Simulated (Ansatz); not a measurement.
Al3Ru2 (I4/mmm): electronic heat capacity and spin susceptibility from the density of states

Computed with DFT r2SCAN, scalar-relativistic, plane waves, PAW in Ansatz.

Cutoff 500 eV; k points 16×16×16 on the computed 5-atom cell (Γ-centred); Gaussian smearing, width 0.10 eV; no spin polarisation.

Relaxed cell: I4/mmm, a = 3.077 Å, b = 3.077 Å, c = 14.274 Å, α = 90.00°, β = 90.00°, γ = 90.00°, 5 atoms in the primitive cell. Whether it is the stable form of this composition wasn't checked.

The density of states at the Fermi level is 1.163 states/eV in the cell of 5 atoms (1 formula unit; both spins, tetrahedra on a 24×24×24 mesh).

Q: What Sommerfeld coefficient and Pauli susceptibility does this give?

A: Per formula unit N(E_F) = 1.163 states/eV. γ = (π²/3) k_B² N(E_F) N_A = 2.357 mJ/(mol K²) per state/eV, so γ = 2.7 mJ/(mol K²), a mole of formula units. χ_P = μ_B² N(E_F) N_A = 3.23×10⁻⁵ emu/mol per state/eV gives 3.8×10⁻⁵ emu/mol. This is the bare band result: a measured γ of the same phase is as a rule larger by a factor 1 + λ from phonons and spin fluctuations, the spin part of χ is larger by the Stoner factor, and a measured χ also holds orbital and core terms. N(E_F) at one energy is sensitive to the mesh where the density of states has sharp peaks.